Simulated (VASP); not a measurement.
# CdTe (F-43m) in VASP: G0W0 quasiparticle levels with PBEsol

Aim: the G0W0 quasiparticle levels of CdTe with PBEsol.

All numbers are computed with VASP 6.6.1; they aren't measurements. Logs are shortened: lines on timing, memory, paths and dates and some standing lists are left out, and cuts for length are marked.

**Experimental background.**

From a printed reference work, data compilation, for a bulk crystal of CdTe at 0 K: band gap 1.607 eV.

The results are compared with them further down.

## 1. Starting point

The structure is cubic, space group F-43m (No. 216). Conventional cell: a = 6.410 Å, b = 6.410 Å, c = 6.410 Å, α = 90.00°, β = 90.00°, γ = 90.00°. Around Cd (site symmetry -43m) lie 4 Te at 2.78 Å. Te (site symmetry -43m) is surrounded by 4 Cd at 2.78 Å.

## 2. G0W0 quasiparticle levels, PBEsol

POSCAR reads:

```
CdTe
1.0
    0.0000000000      3.2050000000      3.2050000000
    3.2050000000      0.0000000000      3.2050000000
    3.2050000000      3.2050000000      0.0000000000
Cd Te
1 1
Direct
    0.0000000000      0.0000000000      0.0000000000
    0.2500000000      0.2500000000      0.2500000000
```

INCAR.step1 reads:

```
PREC = Accurate ; ENCUT = 450
EDIFF = 1E-8 ; ISMEAR = 0
SIGMA = 0.01 ; LREAL = False
LASPH = True ; NELM = 100
ALGO = Normal ; LWAVE = True
LCHARG = False ; GGA = PS
```

INCAR.step2 reads:

```
PREC = Accurate ; ENCUT = 450
EDIFF = 1E-8 ; ISMEAR = 0
SIGMA = 0.01 ; LREAL = False
LASPH = True ; NELM = 1
ALGO = Exact ; LWAVE = True
LCHARG = False ; GGA = PS
NBANDS = 109 ; LOPTICS = True
ISTART = 1
```

INCAR.step3 reads:

```
PREC = Accurate ; ENCUT = 450
EDIFF = 1E-8 ; ISMEAR = 0
SIGMA = 0.01 ; LREAL = False
LASPH = True ; ALGO = EVGW0
LWAVE = False ; LCHARG = False
GGA = PS ; NELMGW = 1
NBANDS = 109 ; ENCUTGW = 150
NOMEGA = 50 ; PRECFOCK = Fast
ISTART = 1 ; NBANDSGW = 17
```

KPOINTS reads:

```
Automatic mesh
0
Gamma
  5 5 5
```

Potentials or basis: VASP PAW PBE potentials, release 64 (Cd_GW, Te_GW).

The run is started by

```sh
$ cat potpaw_PBE.64/Cd_GW/POTCAR potpaw_PBE.64/Te_GW/POTCAR > POTCAR
$ cp INCAR.step1 INCAR
$ mpirun -np 1 vasp_std > vasp.out
$ cp INCAR.step2 INCAR
$ mpirun -np 1 vasp_std > vasp.out
$ cp INCAR.step3 INCAR
$ mpirun -np 1 vasp_std > vasp.out
```

OUTCAR:

```text
PREC = Accurate
   ENCUT = 450
   EDIFF = 1E-8
   ISMEAR = 0
   LREAL = False
   LASPH = True
   GGA = PS
   NELMGW = 1
   ENCUTGW = 150
   PRECFOCK = Fast
   ISTART = 1

 ion  position               nearest neighbor table
   1  0.000  0.000  0.000-   2 2.78   2 2.78   2 2.78   2 2.78
   2  0.250  0.250  0.250-   1 2.78   1 2.78   1 2.78   1 2.78

  LATTYP: Found a face centered cubic cell.
 ALAT       =     6.4100000000

  Lattice vectors:

 A1 = (   0.0000000000,   3.2050000000,   3.2050000000)
 A2 = (   3.2050000000,   0.0000000000,   3.2050000000)
 A3 = (   3.2050000000,   3.2050000000,   0.0000000000)

Analysis of symmetry for initial positions (statically):
=====================================================================
 Subroutine PRICEL returns:
 Original cell was already a primitive cell.

 Routine SETGRP: Setting up the symmetry group for a
 face centered cubic supercell.

 Subroutine GETGRP returns: Found 24 space group operations
 (whereof 24 operations were pure point group operations)
 out of a pool of 48 trial point group operations.

The static configuration has the point symmetry T_d .

Analysis of symmetry for dynamics (positions and initial velocities):
=====================================================================
 Subroutine PRICEL returns:
 Original cell was already a primitive cell.

 Routine SETGRP: Setting up the symmetry group for a
 face centered cubic supercell.

 Subroutine GETGRP returns: Found 24 space group operations
 (whereof 24 operations were pure point group operations)
 out of a pool of 48 trial point group operations.

The dynamic configuration has the point symmetry T_d .

 Subroutine INISYM returns: Found 24 space group operations
 (whereof 24 operations are pure point group operations),
 and found     1 'primitive' translations

----------------------------------------------------------------------------------------

                                     Primitive cell

  volume of cell :      65.8437

  direct lattice vectors                    reciprocal lattice vectors
     0.000000000  3.205000000  3.205000000    -0.156006240  0.156006240  0.156006240
     3.205000000  0.000000000  3.205000000     0.156006240 -0.156006240  0.156006240
     3.205000000  3.205000000  0.000000000     0.156006240  0.156006240 -0.156006240

  length of vectors
     4.532554467  4.532554467  4.532554467     0.270210734  0.270210734  0.270210734

  position of ions in fractional coordinates (direct lattice)
     0.000000000  0.000000000  0.000000000
     0.250000000  0.250000000  0.250000000

  ion indices of the primitive-cell ions
   primitive index   ion index
                 1           1
                 2           2

----------------------------------------------------------------------------------------

 KPOINTS: Automatic mesh

Automatic generation of k-mesh.
 Grid dimensions read from file:
 generate k-points for:    5    5    5

 Generating k-lattice:

  Cartesian coordinates                     Fractional coordinates (reciprocal lattice)
    -0.031201248  0.031201248  0.031201248     0.200000000  0.000000000  0.000000000
     0.031201248 -0.031201248  0.031201248     0.000000000  0.200000000  0.000000000
     0.031201248  0.031201248 -0.031201248     0.000000000  0.000000000  0.200000000

  Length of vectors
     0.054042147  0.054042147  0.054042147

  Shift w.r.t. Gamma in fractional coordinates (k-lattice)
     0.000000000  0.000000000  0.000000000

 Subroutine IBZKPT returns following result:
 ===========================================

 Found     10 irreducible k-points:

 Following reciprocal coordinates:
            Coordinates               Weight
  0.000000  0.000000  0.000000      1.000000
  0.200000  0.000000  0.000000      8.000000
  0.400000  0.000000  0.000000      8.000000
  0.200000  0.200000  0.000000      6.000000
  0.400000  0.200000  0.000000     24.000000
 -0.400000  0.200000  0.000000     24.000000
 -0.200000  0.200000  0.000000     12.000000
  0.400000  0.400000  0.000000      6.000000
 -0.400000  0.400000  0.000000     12.000000
 -0.400000  0.400000  0.200000     24.000000
   k-points           NKPTS =     10   k-points in BZ     NKDIM =    125   number of bands    NBANDS=    109
   number of dos      NEDOS =    301   number of ions     NIONS =      2
   total plane-waves  NPLWV =  32768
   dimension x,y,z NGX =    32 NGY =   32 NGZ =   32
   dimension x,y,z NGXF=    64 NGYF=   64 NGZF=   64
   ions per type =               1   1
   NGX,Y,Z   is equivalent  to a cutoff of  11.74, 11.74, 11.74 a.u.
   NGXF,Y,Z  is equivalent  to a cutoff of  23.47, 23.47, 23.47 a.u.
 SYSTEM =  unknown system
   PREC   = accura    normal or accurate (medium, high low for compatibility)
   ISTART =      1    job   : 0-new  1-cont  2-samecut
   ICHARG =      0    charge: 1-file 2-atom 10-const
   ISPIN  =      1    spin polarized calculation?
   LNONCOLLINEAR =      F non collinear calculations
   LSORBIT =      F    spin-orbit coupling
   LASPH  =      T    aspherical Exc in radial PAW
   ENCUT  =  450.0 eV  33.07 Ry    5.75 a.u.   7.84  7.84  7.84*2*pi/ulx,y,z
   NELM   =     60;   NELMIN=  2; NELMDL=  0     # of ELM steps
   EDIFF  = 0.1E-07   stopping-criterion for ELM
   LREAL  =      F    real-space projection
   EDIFFG = 0.1E-06   stopping-criterion for IOM
   NSW    =      0    number of steps for IOM
   IBRION =     -1    ionic relax: 0-MD 1-quasi-New 2-CG
   NFREE  =      0    steps in history (QN), initial steepest desc. (CG)
   ISIF   =      0    stress and relaxation
   ISYM   =      3    0-nonsym 1-usesym 2-fastsym
   POTIM  = 0.5000    time-step for ionic-motion
   TEBEG  =    0.0;   TEEND  =   0.0 temperature during run
   PSTRESS=    0.0 pullay stress
   NELECT =      18.0000    total number of electrons
   NUPDOWN=      -1.0000    fix difference up-down
   EMIN   =  10.00;   EMAX   =-10.00  energy-range for DOS
   EFERMI =   0.00;   METHOD = LEGACY
   ISMEAR =     0;   SIGMA  =   0.01  broadening in eV -4-tet -1-fermi 0-gaus
   EFERMI_NEDOS =   21; number of points for ismear=-14 and -15
   IALGO  =     38    algorithm
   IMIX   =      4    mixing-type and parameters
     AMIX     =   0.40;   BMIX     =  1.00
     AMIX_MAG =   1.60;   BMIX_MAG =  1.00
  volume/ion in A,a.u.               =      32.92       222.17
  Fermi-wavevector in a.u.,A,eV,Ry     =   1.062497  2.007828 15.359610  1.128899
  Thomas-Fermi vector in A             =   2.197950
   LORBIT       =      0    0 simple, 1 ext, 2 COOP (PROOUT), +10 PAW based schemes
   GGA     = PS    functional components
   LHFCALC =     T    Hartree Fock is set to
   PRECFOCK=fast      Normal, Fast or Accurate (Low or Medium for compatibility)
   ENCUT4O =  -1.0   cutoff for four orbital integrals eV
   NKREDX  =     1    reduce k-point grid by
   NKREDY  =     1    reduce k-point grid by
   NKREDZ  =     1    reduce k-point grid by
   AEXX    =    1.0000 exact exchange contribution
   HFSCREEN=    0.0000 screening length (either q_TF or 0.3 A-1)
   HFSCREENC=   0.0000 screening length for correlation (either q_TF or 0.3 A-1)
   ENCUTFOCK=  -1.0 apply spherical cutoff to Coloumb kernel
   IVDW    =     0    specifies the selected vdW correction
   LEPSILON=     F    determine dielectric tensor
   LRPA    =     F    only Hartree local field effects (RPA)
   LRPAFORCE           =     F    calculate RPA forces
   ENCUTGW             = 150.0    cutoff for response function in eV
   ENCUTGWSOFT         = 120.0    soft cutoff for Coulomb kernel in GW response function in eV
   ENCUTLF             =  -1.0    cutoff for local field effects
   NELMGW              =     1    number of iterations in solving QP/BSE equation
   NELMHF              =     1    number of iterations in the inner HF iteration
   NKREDLFX            =     1    NKREDLFY  =   1   NKREDLFZ  =   1
 non-spin polarized calculation
 Gauss-broadening in eV      SIGMA  =   0.01
  energy-cutoff  :      450.00
  volume of cell :       65.84
 maximum number of plane-waves:      1440
  NGX = 18; NGY = 18; NGZ = 18
   NGX = 15   NGY = 15   NGZ = 15
 maximum number of plane-waves:       291

 QP shifts <psi_nk| G(iteration)W_0 |psi_nk>: iteration 1
 for sc-GW calculations column KS-energies equals QP-energies in previous step
 and V_xc(KS)=  KS-energies - (<T + V_ion + V_H > + <T+V_H+V_ion>^1  + <V_x>^1)

 k-point   1 :       0.0000    0.0000    0.0000
  band No.  KS-energies  QP-energies   sigma(KS)   V_xc(KS)     V^pw_x(r,r')   Z            occupation Imag(sigma)

      1      -7.8776      -8.0995     -11.4200     -11.0670     -17.3073       0.6286       2.0000       0.9248
      2      -4.8617      -6.3780     -17.4325     -15.2162     -22.8972       0.6842       2.0000       0.2596
      3      -4.8617      -6.3780     -17.4325     -15.2162     -22.8972       0.6842       2.0000       0.2596
      4      -4.8617      -6.3780     -17.4325     -15.2162     -22.8972       0.6842       2.0000       0.2596
      5      -4.5717      -6.1592     -17.7826     -15.4804     -23.1750       0.6895       2.0000       0.2151
      6      -4.5717      -6.1592     -17.7826     -15.4804     -23.1750       0.6895       2.0000       0.2151
[... 9 lines left out ...]
     16      13.0417      13.3255      -8.7979      -9.1808      -4.0477       0.7411       0.0000      -0.2425
     17      13.4885      13.6293      -6.9958      -7.1853      -2.0358       0.7430       0.0000      -0.2721

 k-point   2 :       0.2000    0.0000    0.0000
  band No.  KS-energies  QP-energies   sigma(KS)   V_xc(KS)     V^pw_x(r,r')   Z            occupation Imag(sigma)

      1      -7.7256      -7.9827     -11.6705     -11.2679     -17.4789       0.6386       2.0000       0.9030
      2      -4.8335      -6.3535     -17.4727     -15.2513     -22.9363       0.6843       2.0000       0.2580
      3      -4.8335      -6.3535     -17.4727     -15.2513     -22.9363       0.6843       2.0000       0.2580
      4      -4.7359      -6.2204     -17.2290     -15.0683     -22.6434       0.6870       2.0000       0.2726
      5      -4.5732      -6.1577     -17.7776     -15.4773     -23.1730       0.6888       2.0000       0.2156
      6      -4.5732      -6.1577     -17.7776     -15.4773     -23.1730       0.6888       2.0000       0.2156
[... 9 lines left out ...]
     16      11.9355      12.1288      -8.0117      -8.2700      -3.4284       0.7484       0.0000      -0.1987
     17      13.5872      13.8173      -7.7334      -8.0435      -2.5915       0.7421       0.0000      -0.3262

 k-point   3 :       0.4000    0.0000    0.0000
  band No.  KS-energies  QP-energies   sigma(KS)   V_xc(KS)     V^pw_x(r,r')   Z            occupation Imag(sigma)
[... 127 lines left out ...]
      1      -7.3100      -7.7051     -12.6627     -12.0605     -18.3120       0.6561       2.0000       0.8045
      2      -4.7282      -6.2689     -17.5420     -15.3020     -22.9774       0.6878       2.0000       0.2486
      3      -4.6968      -6.2438     -17.6945     -15.4452     -23.1594       0.6878       2.0000       0.2495
      4      -4.6395      -6.2052     -17.6546     -15.3769     -23.0620       0.6874       2.0000       0.2292
      5      -4.5510      -6.1378     -17.8071     -15.5089     -23.2129       0.6904       2.0000       0.2150
      6      -3.9991      -5.3301     -16.9686     -15.0497     -22.1909       0.6936       2.0000       0.2914
[... 9 lines left out ...]
     16      15.7876      16.1621      -8.7891      -9.2893      -3.2854       0.7489       0.0000      -0.5706
     17      16.4328      16.7758      -8.7957      -9.2594      -3.2075       0.7397       0.0000      -0.5682

 k-point  10 :      -0.4000    0.4000    0.2000
  band No.  KS-energies  QP-energies   sigma(KS)   V_xc(KS)     V^pw_x(r,r')   Z            occupation Imag(sigma)

      1      -7.3390      -7.7211     -12.5771     -11.9937     -18.2360       0.6549       2.0000       0.8129
      2      -4.7368      -6.2837     -17.6143     -15.3647     -23.0685       0.6876       2.0000       0.2484
      3      -4.7299      -6.2664     -17.5754     -15.3395     -23.0255       0.6872       2.0000       0.2518
      4      -4.6137      -6.1862     -17.6989     -15.4140     -23.1029       0.6882       2.0000       0.2246
      5      -4.5635      -6.1453     -17.7812     -15.4865     -23.1852       0.6893       2.0000       0.2167
      6      -4.0569      -5.4017     -16.9886     -15.0481     -22.2255       0.6930       2.0000       0.2909
[... 9 lines left out ...]
     16      15.6412      15.9063      -7.9004      -8.2565      -2.6050       0.7445       0.0000      -0.4431
     17      15.8452      16.2768      -9.1407      -9.7228      -3.4847       0.7415       0.0000      -0.5871
```

It took 13 min on 1 thread of Intel Xeon Platinum 8488C (Sapphire Rapids), shared host; peak memory 0.69 GiB.

Results:

```
Band gap on the k mesh, mean-field level : 0.75 eV, direct
Quasiparticle gap                        : 1.63 eV
Least direct quasiparticle gap           : 1.63 eV
```

Caveat: bands, screening cutoff and mesh are small and nothing is extrapolated, so the quasiparticle values aren't converged; spin-orbit coupling is left out, which moves the levels of the heavy elements.

## 3. How close it comes

Step 2. A measured gap of CdTe is 1.607 eV (0 K; a printed reference work, data compilation); the calculated 1.63 eV misses it by +0.02 eV. Spin-orbit coupling on Cd, Te is left out. The value is that of G0W0 on PBEsol, without temperature or zero-point motion.
